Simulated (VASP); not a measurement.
Input of a VASP 6.6.1 run:

Contents of POSCAR:

```
GaP
1.0
    0.0000000000      2.7252500000      2.7252500000
    2.7252500000      0.0000000000      2.7252500000
    2.7252500000      2.7252500000      0.0000000000
Ga P
1 1
Direct
    0.0000000000      0.0000000000      0.0000000000
    0.7500000000      0.7500000000      0.7500000000
```

Contents of INCAR.step1:

```
PREC     = Accurate       # precision mode
ENCUT    = 520            # plane-wave cutoff, eV
EDIFF    = 1E-5           # SCF threshold, eV
ISMEAR   = -1             # smearing method
SIGMA    = 0.05           # smearing width, eV
LREAL    = False          # projectors in reciprocal space
LASPH    = True           # aspherical terms in the spheres
NELM     = 60             # most SCF steps
ALGO     = Normal         # electronic algorithm
ISIF     = 2              # what is computed and relaxed
LWAVE    = True           # write WAVECAR
LCHARG   = False          # write CHGCAR
NBANDS   = 16             # bands
GGA      = PE             # functional
```

Contents of INCAR.step2:

```
PREC     = Accurate       # precision mode
ENCUT    = 520            # plane-wave cutoff, eV
EDIFF    = 1E-6           # SCF threshold, eV
ISMEAR   = -1             # smearing method
SIGMA    = 0.05           # smearing width, eV
LREAL    = False          # projectors in reciprocal space
LASPH    = True           # aspherical terms in the spheres
NELM     = 60             # most SCF steps
ALGO     = Normal         # electronic algorithm
ISIF     = 2              # what is computed and relaxed
LWAVE    = False          # write WAVECAR
LCHARG   = False          # write CHGCAR
GGA      = PE             # functional
LHFCALC  = True           # exact exchange
AEXX     = 0.15           # exact-exchange fraction
PRECFOCK = Fast         
HFRCUT   = -1           
NBANDS   = 16             # bands
ISTART   = 1
```

Contents of KPOINTS:

```
Automatic mesh
0
Gamma
  4 4 4
```

Potentials or basis: VASP PAW PBE potentials, release 64 (Ga_d, P).

Launch:

```sh
$ cat potpaw_PBE.64/Ga_d/POTCAR potpaw_PBE.64/P/POTCAR > POTCAR
$ cp INCAR.step1 INCAR
$ mpirun -np 1 vasp_std > vasp.out
$ cp INCAR.step2 INCAR
$ mpirun -np 1 vasp_std > vasp.out
```

(1) Estimate the pressure.

(2) Predict the band gap on the k mesh.

Results:

(1) 1.5 GPa.

(2) 2.45 eV, indirect (least direct gap 2.84 eV).

Caveat: the k mesh is coarse (spacing up to 0.50 Å⁻¹), so the values aren't converged, least of all with exact exchange; the PAW data sets were made with another functional, which shifts forces and pressure a little.
